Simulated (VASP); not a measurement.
Set up this calculation in VASP 6.6.1, as the native input.

| Property | Result |
| --- | --- |
| Task | single point |
| Functional | r2SCAN |
| Potentials or basis | VASP PAW PBE potentials, release 64 (Sn_d, O) |
| Cutoff | 520 eV |
| k mesh | 5 × 5 × 2 |
| Occupations | gaussian, width 0.01 eV |
| Spin | no spin polarisation |
| Dipole correction | no |
| Further INCAR settings | ALGO = Normal; EDIFF = 1e-06; NBANDS = 50 |

Crystal: SnO.

```
CELL_PARAMETERS angstrom
2.73691 -2.73780 0.00000
2.73691 2.73780 0.00000
0.00000 0.00000 10.22196
ATOMIC_POSITIONS crystal
Sn 0.73655 0.26345 0.86386
Sn 0.26345 0.73655 0.13614
Sn 0.76345 0.23655 0.36386
Sn 0.23655 0.76345 0.63614
O 0.26194 0.23806 0.25000
O 0.73806 0.76194 0.75000
O 0.23806 0.26194 0.75000
O 0.76194 0.73806 0.25000
```

The cell is a database's computed one.

These files were run (other wordings do the same):

POSCAR

```
SnO
1.0
    2.7369120000     -2.7377960000      0.0000000000
    2.7369120000      2.7377960000      0.0000000000
    0.0000000000      0.0000000000     10.2219600000
Sn O
4 4
Direct
    0.7365470000      0.2634530000      0.8638580000
    0.2634530000      0.7365470000      0.1361420000
    0.7634530000      0.2365470000      0.3638580000
    0.2365470000      0.7634530000      0.6361420000
    0.2619440000      0.2380560000      0.2500000000
    0.7380560000      0.7619440000      0.7500000000
    0.2380560000      0.2619440000      0.7500000000
    0.7619440000      0.7380560000      0.2500000000
```

INCAR.step1

```
SYSTEM = SnO
ALGO = Normal
EDIFF = 1E-4
ENCUT = 520
GGA = PE
ISMEAR = 0
LASPH = .TRUE.
LCHARG = .FALSE.
LREAL = .FALSE.
LWAVE = .TRUE.
NBANDS = 50
NELM = 100
PREC = Accurate
SIGMA = 0.01
```

INCAR.step2

```
SYSTEM = SnO
ALGO = Normal
EDIFF = 1E-6
ENCUT = 520
ISIF = 2
ISMEAR = 0
ISTART = 1
LASPH = .TRUE.
LCHARG = .TRUE.
LELF = .TRUE.
LMIXTAU = .TRUE.
LREAL = .FALSE.
LVHAR = .TRUE.
LWAVE = .FALSE.
METAGGA = R2SCAN
NBANDS = 50
NELM = 100
PREC = Accurate
SIGMA = 0.01
```

KPOINTS

```
k-points
0
G
  5 5 2
  0 0 0
```

Potentials or basis: VASP PAW PBE potentials, release 64 (Sn_d, O).

The run is started by

```bash
$ cat potpaw_PBE.64/Sn_d/POTCAR potpaw_PBE.64/O/POTCAR > POTCAR
$ cp INCAR.step1 INCAR
$ mpirun -np 1 vasp_std > vasp.out
$ cp INCAR.step2 INCAR
$ mpirun -np 1 vasp_std > vasp.out
```

It gave:

```json
{
 "Pressure": "-3.7 GPa",
 "Largest force": "0.459 eV/Å",
 "Band gap on the k mesh": "1.10 eV"
}
```

Caveat: the PAW data sets were made with another functional, which shifts forces and pressure a little; spin-orbit coupling is left out, which moves the levels of the heavy elements; an odd mesh through Γ misses points on the zone boundary, where band edges often lie.

Wall time 4.6 min on 1 thread of Intel(R) Xeon(R) 6975P-C (Granite Rapids), with other jobs on the host, peak memory 0.33 GiB.
